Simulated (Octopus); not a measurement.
# Hf (Im-3m) in Octopus: reference runs, part 2 of 2

Octopus 16.4. Earlier steps stand in the parts before.

## (3) Single point, PBEsol (cell strained at random at fixed volume)

The input, inp:

```
CalculationMode = gs
UnitsOutput = eV_Angstrom
PeriodicDimensions = 3
ExperimentalFeatures = yes
PseudopotentialSet = pseudodojo_pbesol
%LatticeParameters
 1*angstrom | 1*angstrom | 1*angstrom
%
%LatticeVectors
 -1.735385 | 1.788095 | 1.840338
 1.768404 | -1.761063 | 1.846325
 1.781798 | 1.807476 | -1.813306
%
%ReducedCoordinates
 "Hf" | -0.016525 | -0.006803 | -0.010409
%
%Spacing
 0.15488454*angstrom | 0.15522171*angstrom | 0.15596356*angstrom
%
DerivativesOrder = 8
%KPointsGrid
 10 | 10 | 10
%
KPointsUseSymmetries = yes
XCFunctional = gga_x_pbe_sol + gga_c_pbe_sol
SmearingFunction = fermi_dirac
Smearing = 0.05*eV
ExtraStates = 7
Eigensolver = chebyshev_filter
ConvRelDens = 3e-7
MaximumIter = 120
```

Potentials or basis: pseudodojo_pbesol (PseudoDojo 0.4, PBEsol).

On the command line:

```console
$ OMP_NUM_THREADS=1 octopus > out.log
```

out.log:

```text
Running octopus

[... 13 lines left out ...]

Input: [AllElectronType = no]
Input: [PseudopotentialSet = pseudodojo_pbesol]
Reading Coordinates from ReducedCoordinates block

****************************** Species *******************************
  Species 'Hf'
    type             : pseudopotential
    file             : 'Hf.upf'
    file format      : UPF2
    valence charge   : 12.0
    atomic number    :  72
    form on file     : kleinman-bylander
    lmax             : 3
    llocal           : -1
    projectors per l : 2
    total projectors : 8
    application form : kleinman-bylander
    orbitals         : 10
    bound orbitals   : 10

**********************************************************************

***************************** Symmetries *****************************
Space group No.    2
International: P-1
Schoenflies: Ci^1
Info: The system has     1 symmorphic symmetries that can be used.
  Index                Rotation matrix                      Fractional translations
    1 :     1   0   0     0   1   0     0   0   1      0.000000    0.000000    0.000000
Info: The system also has     1 nonsymmorphic symmetries (not used for electrons).
    1 :    -1   0   0     0  -1   0     0   0  -1     -0.033050   -0.013606   -0.020818
**********************************************************************

Input: [CurvMethod = curv_affine]
Input: [DerivativesStencil = stencil_stargeneral]

****************************** Lattice *******************************
  Lattice Vectors [A]
   -1.735385    1.788095    1.840338
    1.768404   -1.761063    1.846325
    1.781798    1.807476   -1.813306
  Cell volume =            23.5229 [A^3]
  Reciprocal-Lattice Vectors [A^-1]
   -0.038421    1.735255    1.691922
    1.754565   -0.035346    1.688846
    1.747521    1.725134   -0.028301
  Cell angles [degree]
    alpha =  110.429
    beta  =  109.323
    gamma =  107.052
**********************************************************************

Checking if the generated full k-point grid is symmetric

   504 k-points generated from parameters :
 ---------------------------------------------------
    n =   10   10   10

    s1  =  0.00  0.00  0.00

   index |      weight  |             coordinates              |
       1 |     0.001000 |    0.000000    0.000000    0.000000  |
       2 |     0.002000 |    0.100000    0.000000    0.000000  |
       3 |     0.002000 |    0.000000    0.100000    0.000000  |
       4 |     0.002000 |    0.000000    0.000000    0.100000  |
       5 |     0.002000 |    0.100000    0.100000    0.000000  |
       6 |     0.002000 |   -0.100000    0.100000    0.000000  |
[... 496 lines left out ...]
     503 |     0.002000 |    0.400000    0.500000    0.500000  |
[... 110 lines left out ...]
   6   --     9.829541       2.000000
   7   --    10.119580       2.000000
   8   --    10.473854       2.000000
   9   --    12.644534       2.000000
  10   --    13.156461       2.000000
#k =       2, k = (  0.100000,  0.000000,  0.000000)
   1   --   -52.422044       2.000000
   2   --   -20.846346       2.000000
   3   --   -20.823625       2.000000
   4   --   -20.791058       2.000000
   5   --     1.784064       2.000000
   6   --    10.267219       2.000000
   7   --    10.442954       2.000000
   8   --    10.942805       2.000000
   9   --    12.984204       2.000000
  10   --    13.622778       2.000000
[... 502 further k-points ...]
Fermi energy =    15.371413 eV
Generating random wavefunctions for states       11 and above
Orthogonalizing wavefunctions.
Info: Ground-state restart information will be written to 'restart/gs'.
Info: SCF using complex wavefunctions.
Info: Starting SCF iteration.

*********************** SCF CYCLE ITER #    1 ************************
 etot  = -1.52284593E+03 abs_ev   =  3.61E+01 rel_ev   =  1.76E-01
 ediff =        5.60E+01 abs_dens =  5.26E-01 rel_dens =  4.38E-02
Matrix vector products: 12600
Converged eigenvectors: 0

#  State  KPoint  Eigenvalue [eV]  Occupation    Error
      1       1      -52.443505    2.000000   ( 9.5E-07)
      1       4      -52.438437    2.000000   ( 4.0E-06)
      1       3      -52.438390    2.000000   ( 3.0E-06)
      1       2      -52.438387    2.000000   ( 2.1E-06)
      1      10      -52.437842    2.000000   ( 4.3E-06)
      1       9      -52.437696    2.000000   ( 2.7E-06)
      1       6      -52.437431    2.000000   ( 3.7E-06)
      1      14      -52.433032    2.000000   ( 3.3E-06)
[... 23 lines left out ...]
     13     230       29.234144    0.000000   ( 1.8E-01)
     13     128       29.261427    0.000000   ( 1.5E-01)
     13     108       29.486287    0.000000   ( 1.9E-01)
     13     346       29.498861    0.000000   ( 2.0E-01)
     13     256       29.536252    0.000000   ( 2.1E-01)
     13      10       30.088603    0.000000   ( 2.0E-01)
     13     291       30.702339    0.000000   ( 2.2E-01)
     13       1       31.827129    0.000000   ( 1.7E-01)

Density of states:

--------------------------%-------------------------------------------
--------------------------%-------------------------------------------
--------------------------%-------------------------------------------
--------------------------%-------------------------------------------
--------------------------%-------------------------------------------
%-------------------------%-----------------------%---%---------------
%------------------------%%-----------------------%---%---------------
%------------------------%%-----------------------%--%%---------------
%------------------------%%---------------------%%%%%%%%%-%%%%%%------
%------------------------%%-------------------%%%%%%%%%%%%%%%%%%%%----
                                                  ^

Fermi energy =     8.498253 eV

**********************************************************************

*********************** SCF CYCLE ITER #    2 ************************
 etot  = -1.52748461E+03 abs_ev   =  3.38E+00 rel_ev   =  1.62E-02
 ediff =        1.70E-01 abs_dens =  3.91E-02 rel_dens =  3.26E-03
Matrix vector products: 12600
Converged eigenvectors: 0
[... 127 lines left out ...]
*********************** SCF CYCLE ITER #   13 ************************
 etot  = -1.53397950E+03 abs_ev   =  1.57E-05 rel_ev   =  7.40E-08
 ediff =        1.11E-06 abs_dens =  7.69E-07 rel_dens =  6.41E-08
Matrix vector products: 12600
Converged eigenvectors: 738

#  State  KPoint  Eigenvalue [eV]  Occupation    Error
      1       1      -53.419692    2.000000   ( 2.0E-08)
      1       4      -53.414911    2.000000   ( 1.9E-08)
      1       3      -53.414862    2.000000   ( 2.0E-08)
      1       2      -53.414858    2.000000   ( 2.0E-08)
      1      10      -53.414340    2.000000   ( 2.0E-08)
      1       9      -53.414202    2.000000   ( 2.0E-08)
      1       6      -53.413950    2.000000   ( 2.0E-08)
      1      14      -53.409794    2.000000   ( 1.9E-08)
[... 23 lines left out ...]
     13     405       25.635925    0.000000   ( 1.1E-02)
     13     398       25.698072    0.000000   ( 9.8E-03)
     13     402       25.723433    0.000000   ( 1.1E-02)
     13     155       25.780289    0.000000   ( 3.7E-02)
     13      49       25.928985    0.000000   ( 2.2E-02)
     13      48       26.049556    0.000000   ( 2.2E-02)
     13     165       26.232954    0.000000   ( 3.3E-02)
     13     167       26.250322    0.000000   ( 3.0E-02)

Density of states:

---------------------------%------------------------------------------
---------------------------%------------------------------------------
---------------------------%------------------------------------------
---------------------------%------------------------------------------
---------------------------%------------------------------------------
---------------------------%------------------------------------------
---------------------------%------------------------------------------
%--------------------------%-------------------------%%--%%-----------
%--------------------------%-------------------------%%-%%%----%%%%---
%--------------------------%----------------------%%%%%%%%%%%%%%%%%%--
                                                     ^

Fermi energy =     8.276475 eV

**********************************************************************

Info: SCF converged in   13 iterations

** Warning:
**   Some of the states are not fully converged!

Info: Number of matrix-vector products:     163800
Info: Finished writing information to 'restart/gs'.

Octopus emitted 3 warnings.
```

It took 25 min on 1 thread of Intel Xeon Platinum 8375C at 2.90GHz (Ice Lake), shared host; peak memory 4.2 GiB.

Results:

```yaml
Free_energy: -1533.9951 eV
Band_gap_on_the_k_mesh: none (metal or under the smearing width)
```

Levels at points of the mesh, in eV from the Fermi level:
| k point | band 4 | band 5 | band 6 | band 7 | band 8 | band 9 |
| --- | --- | --- | --- | --- | --- | --- |
| (0.00, 0.00, 0.00) | -29.96 | -6.88 | 1.16 | 1.44 | 1.78 | 3.89 |
| (0.50, 0.00, 0.00) | -29.96 | -3.30 | -0.28 | 0.72 | 3.73 | 4.87 |
| (0.00, 0.50, 0.00) | -29.97 | -3.28 | -0.42 | 0.77 | 3.89 | 5.03 |
| (0.00, 0.00, 0.50) | -29.98 | -3.26 | -0.70 | 0.86 | 4.33 | 5.18 |
| (0.50, 0.50, 0.00) | -29.99 | -3.16 | -0.61 | 1.18 | 4.05 | 4.87 |
| (0.50, 0.00, 0.50) | -29.98 | -3.21 | -0.36 | 0.99 | 3.70 | 4.81 |
| (0.00, 0.50, 0.50) | -29.97 | -3.24 | -0.23 | 0.89 | 3.59 | 4.69 |
| (0.50, 0.50, 0.50) | -30.41 | -2.41 | -2.32 | 6.06 | 6.35 | 6.48 |

The run has no spin-orbit coupling, so splittings on Hf are missing.
